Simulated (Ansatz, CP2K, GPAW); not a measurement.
## Ta: 3 runs at one level of theory

```
Ta
1.0
     3.30256    0.00000    0.00000
     0.00000    3.30256    0.00000
     0.00000    0.00000    3.30256
Ta
2
Direct
  0.00000 0.00000 0.00000
  0.50000 0.50000 0.50000
```

Alike in all runs: task band structure; functional PBEsol; dispersion D3(BJ); k mesh 8 × 8 × 8; occupations methfessel-paxton, width 0.2 eV; no spin polarisation; no spin-orbit coupling. Pressure is positive in compression and, in plane waves, holds the error of the finite cutoff.

```json
{"program and potentials": "Ansatz, all-electron LAPW, scalar-relativistic", "plane-wave cutoff (eV)": "-", "notes": "-", "pressure (GPa)": "-10.40"}
{"program and potentials": "CP2K, POTENTIAL_UZH Ta GTH-PBE-q13; TZVP-MOLOPT-PBE-GTH basis", "plane-wave cutoff (eV)": "-", "notes": "atomic basis; potentials made for PBE", "pressure (GPa)": "-9.90"}
{"program and potentials": "GPAW, PAW data sets generated for this functional", "plane-wave cutoff (eV)": "600", "notes": "-", "pressure (GPa)": "-10.01"}
```

The pressure spans -10.40 (Ansatz, all-electron LAPW, scalar-relativistic) to -9.90 GPa (CP2K, POTENTIAL_UZH Ta GTH-PBE-q13; TZVP-MOLOPT-PBE-GTH basis), with all-electron results at -10.40. The cell lies far from this level's equilibrium. Rows in atomic bases carry the error of their basis and grid, which can be large. The k mesh is coarse, so the values compare programs but aren't converged.

The functional is the same throughout but for its coding, so the spread measures potentials, basis and numerics; runs on potential files found faulty are left out.
